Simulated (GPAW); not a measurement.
The system is InP.

```
CELL_PARAMETERS angstrom
0.00000 2.93050 2.93050
2.93050 0.00000 2.93050
2.93050 2.93050 0.00000
ATOMIC_POSITIONS crystal
In 0.00000 0.00000 0.00000
P 0.25000 0.25000 0.25000
```

Base run:

| Quantity | Value |
| --- | --- |
| Program | GPAW 26.7.0 |
| Functional | TASK |
| Potentials or basis | GPAW PAW data sets (gpaw-data 1.2.1) |
| Cutoff | 600 eV |
| Basis | pw |
| k mesh | 6 × 6 × 6 |
| Occupations | fermi-dirac, width 0.05 eV |
| Spin | spin-orbit coupling, no magnetisation |

Its results: band gap on the k mesh 1.87 eV, direct.

Task: The run is repeated on the same cell with these changes: functional from TASK to vdW-DF-cx; soc after scf from second variation without the xc potential to second variation. What comes out?

Result: Band gap on the k mesh 0.65 eV, direct.

Caveats: spin-orbit coupling was added after a scalar SCF, so levels and gaps hold it while energy, forces, pressure and moments don't; this program's spin-orbit splittings come out too wide for heavy elements.

Not every run made on this cell is shown here.
